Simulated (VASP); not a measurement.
# BN: convergence with the precision settings and SCF threshold, part 3 of 3

How sensitive are energy, pressure and forces of BN to the precision settings and SCF threshold? The atoms are off their equilibrium sites, so that forces can be compared too. The series runs use PBE. The atoms of the start are displaced at random from the sites of a P6_3mc cell.

VASP 6.6.1; PBE; plane waves and PAW (B, N).

So far. Step 12 (SCF threshold: EDIFF = 0.001): Against the run before the energy stays within 0.01 meV an atom; the pressure moves by -0.08 GPa, after 9 cycles in 11 s. Step 13 (SCF threshold: EDIFF = 1E-04): Against the run before the energy moves by -0.06 meV an atom and the pressure by +0.13 GPa, after 11 cycles in 13 s.

The database entry behind the starting cell has ideal inner coordinates that were not refined, so it need not match the best structure at ambient conditions.

**14. SCF threshold: EDIFF = 1E-05 (continued)**

OUTCAR, selected parts (step 14):

```text
  Total        1.5760503      1.3691493      1.6802636      0.1209617     -0.0417351     -0.1019062
  in kB      107.9706313     93.7964494    115.1099876      8.2867321     -2.8591482     -6.9812954
  external PRESSURE =     105.6256894 kB  Pullay stress =       0.0000000 kB

 POSITION                                       TOTAL-FORCE (eV/Angst)
 -----------------------------------------------------------------------------------
      1.21626      0.74052      4.18422         0.081776     -0.710552      0.325627
      0.03106      1.42813      2.07934        -1.098408      0.389260     -0.176446
      1.26564      0.70941      1.50254         0.395356     -0.137526      3.149181
     -0.05749      1.44899      3.72622         0.621275      0.458818     -3.298362
 -----------------------------------------------------------------------------------
    total drift:                               -0.000165     -0.000028      0.000469

  FREE ENERGIE OF THE ION-ELECTRON SYSTEM (eV)
  ---------------------------------------------------
  free  energy   TOTEN  =       -34.5676997270 eV

  energy  without entropy=      -34.5676997269  energy(sigma->0) =      -34.56769973

[... 2 parts as in an earlier step ...]

[... 1 further part left out ...]
[key lines of the parts left out:]
E-fermi :   8.8069
```

Against the run before the energy stays within 0.01 meV an atom; the pressure moves by +0.02 GPa, after 11 cycles in 12 s.

**15. SCF threshold: EDIFF = 1E-06**

Input file INCAR:

```
SYSTEM = BN
PREC = Accurate
ENCUT = 520
EDIFF = 1E-06
NELM = 100
ISMEAR = -1
SIGMA = 0.05
LREAL = .FALSE.
ALGO = Normal
GGA = PE
NBANDS = 14
LORBIT = 11
LWAVE = .FALSE.
LCHARG = .FALSE.
KPAR = 4
ISIF = 2
```

Input file POSCAR:

```
BN
1.0
    2.5360000000      0.0000000000      0.0000000000
   -1.2680000000      2.1962404240      0.0000000000
    0.0000000000      0.0000000000      4.1990000000
B N
2 2
Direct
    0.6481860000      0.3371780000     -0.0035200000
    0.3373760000      0.6502600000      0.4951990000
    0.6605740000      0.3230120000      0.3578320000
    0.3072110000      0.6597580000      0.8874060000
```

Input file KPOINTS:

```
Automatic mesh
0
Gamma
10 10 5
0 0 0
```

PAW data sets: B and N (PBE family, release 64).

Run with:

```console
mpirun -np 4 vasp_std
```

Log:

```text
[... set-up lines as in an earlier step ...]
 entering main loop
       N       E                     dE             d eps       ncg     rms          rms(c)
[... 13 cycles as in an earlier step ...]
   1 F= -.34567706E+02 E0= -.34567706E+02  d E =-.780913E-10
```

Elapsed: 15 s, on 4 MPI ranks of Intel Xeon 6975P-C (Granite Rapids), shared host; peak memory 0.71 GiB; 55 s of CPU time.

OUTCAR, selected parts (step 15):

```text
[... 6 parts as in an earlier step ...]

[... 1 further part left out ...]
[key lines of the parts left out:]
E-fermi :   8.8074
```

Against the run before the energy stays within 0.01 meV an atom; the pressure moves by +0.01 GPa, after 13 cycles in 15 s.

**16. SCF threshold: EDIFF = 1E-08**

Edit INCAR of step 15 so:

```diff
@@ -3,3 +3,3 @@
 ENCUT = 520
-EDIFF = 1E-06
+EDIFF = 1E-08
 NELM = 100
```

POSCAR is that of step 15.

KPOINTS is that of step 15.

Run with:

```console
mpirun -np 4 vasp_std
```

Log:

```text
[... set-up lines as in an earlier step ...]
 entering main loop
       N       E                     dE             d eps       ncg     rms          rms(c)
[... 12 cycles as in an earlier step ...]
DAV:  13    -0.345677058381E+02   -0.79981E-06   -0.53184E-07  9330   0.712E-03    0.128E-03
DAV:  14    -0.345677058552E+02   -0.17030E-07   -0.50409E-08  8676   0.203E-03    0.369E-04
DAV:  15    -0.345677058701E+02   -0.14914E-07   -0.51685E-09  5604   0.708E-04    0.906E-05
DAV:  16    -0.345677058712E+02   -0.11576E-08   -0.68169E-10  4188   0.360E-04
   1 F= -.34567706E+02 E0= -.34567706E+02  d E =-.782895E-10
```

Run time: 17 s. Hardware: 4 MPI ranks; peak memory 0.71 GiB.

From OUTCAR (step 16):

```text
  Total        1.5763091      1.3688545      1.6794137      0.1205614     -0.0415947     -0.1020757
  in kB      107.9883624     93.7762520    115.0517616      8.2593088     -2.8495294     -6.9929116
  external PRESSURE =     105.6054587 kB  Pullay stress =       0.0000000 kB

 POSITION                                       TOTAL-FORCE (eV/Angst)
 -----------------------------------------------------------------------------------
      1.21626      0.74052      4.18422         0.081747     -0.710584      0.326025
      0.03106      1.42813      2.07934        -1.098669      0.389328     -0.176355
      1.26564      0.70941      1.50254         0.395736     -0.137785      3.149343
     -0.05749      1.44899      3.72622         0.621186      0.459041     -3.299013
 -----------------------------------------------------------------------------------
    total drift:                                0.000065      0.000061     -0.000284

  FREE ENERGIE OF THE ION-ELECTRON SYSTEM (eV)
  ---------------------------------------------------
  free  energy   TOTEN  =       -34.5677058712 eV

  energy  without entropy=      -34.5677058712  energy(sigma->0) =      -34.56770587

[... 2 parts as in an earlier step ...]

[... 1 further part left out ...]
[key lines of the parts left out:]
E-fermi :   8.8074
```

Against the run before the energy stays within 0.01 meV an atom; the pressure moves by -0.01 GPa, after 16 cycles in 17 s.

**17. The SCF threshold series as a table**

This step: convergence of PBE results with the threshold; plane waves and PAW (VASP 6.6.1).

No new run; the numbers come from the runs before.

Differences are taken from the run with EDIFF = 1E-08. Results of the series, by row:

| setting | status | energy less the reference (meV/atom) | pressure (GPa) | largest force difference (meV/Å) | gap (eV) | SCF cycles | wall time (s) |
| --- | --- | --- | --- | --- | --- | --- | --- |
| EDIFF = 0.01 | converged | 0.06538 | 10.48 | 10.35 | 5.094 | 9 | 10.6 |
| EDIFF = 0.001 | converged | 0.06324 | 10.4 | 9.361 | 5.094 | 9 | 11.2 |
| EDIFF = 1E-04 | converged | 0.001628 | 10.54 | 1.664 | 5.109 | 11 | 13.2 |
| EDIFF = 1E-05 | converged | 0.001535 | 10.56 | 0.651 | 5.109 | 11 | 12.4 |
| EDIFF = 1E-06 | converged | 7.50e-6 | 10.57 | 0.085 | 5.11 | 13 | 14.8 |
| EDIFF = 1E-08 | converged | 0 | 10.56 | 0 | 5.11 | 16 | 17.4 |

**18. Summary of results**

| Property | Result |
| --- | --- |
| spread of the pressure over the precision settings | 0.0729 GPa |
| spread of the energy over the precision settings | 0.276 meV/atom |
| SCF threshold from which the energy stays within 10 meV/atom of the reference | EDIFF = 0.01 |
| SCF threshold from which the energy stays within 1 meV/atom of the reference | EDIFF = 0.01 |
| SCF threshold from which the pressure stays within 0.2 GPa of the reference | EDIFF = 0.01 |
| spread of the pressure over the SCF threshold | 0.168 GPa |
| spread of the energy over the SCF threshold | 0.0654 meV/atom |

In words: Among the precision settings, LREAL = Auto moves the energy most against PREC = Accurate (-0.3 meV an atom), and PREC = Low the pressure (+0.06 GPa). The fastest converged run is PREC = Normal, at 6.4 s against 11 s; on a shared host such times are rough. LREAL = Auto is slower here: projection in real space pays only in large cells. From EDIFF = 0.01 on, the energy stays within 1 meV an atom of the reference, at 61 % of its time. The pressure holds within 0.2 GPa from EDIFF = 0.01 on. The loosest stop saves 7 of 16 cycles and costs +0.1 meV an atom, -0.08 GPa, 10.3 meV/Å in forces.

[Lines on the potential files, build, host, timing and source positions are cut from VASP's logs without a mark.]

[Logs are printed without paths, hosts, clocks, repeated set-up lines and the standing remarks that a program may print on its own settings, such as how far it seeks lower states.]

[Hosts, paths, dates, database ids (printed as entryN), source tags and the programs' standing remarks are cut or masked in the printed files.]

[A measured line is paired with the nearest computed mode of its activity, which favours agreement.]

[In band tables of VASP the shares of atoms and orbitals are scaled to a sum of 1 inside the atoms' spheres.]
